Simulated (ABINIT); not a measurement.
BN in ABINIT: the effect of functional

BN:

```xyz
4
Lattice="2.5539 0.0000 0.0000 -1.2770 2.2118 0.0000 0.0000 0.0000 4.2269" Properties=species:S:1:pos:R:3 pbc="T T T"
N     0.0000    1.4745    0.5295
N     1.2770    0.7373    2.6430
B     0.0000    1.4745    2.1123
B     1.2770    0.7373    4.2257
```

Measurements of this composition are mostly on another form, of space group No. 194.

Alike in all runs:

- Program: ABINIT 10.8.3 (patched build)
- Task: band structure
- k mesh: 12 × 12 × 6
- Occupations: fermi-dirac, width 0.05 eV
- Spin: no spin polarisation

```csv
functional,potentials or basis,cutoff,gap on the mesh (eV)
LDA,JTH PAW LDA v2.0,707 eV,4.97
PBEsol,JTH PAW PBE v2.0,707 eV,4.96
r2SCAN,JTH PAW PBE v2.0,844 eV,?
TB-mBJ,JTH PAW LDA v2.0,844 eV,6.83
```

**Question.** What does the run with functional r2SCAN give?

**Answer.** gap on the mesh 5.71 eV.

Caveats: the constant c of TB-mBJ comes from the pseudo density here, which moves gaps by up to 0.3 eV between sets of potentials (some runs).

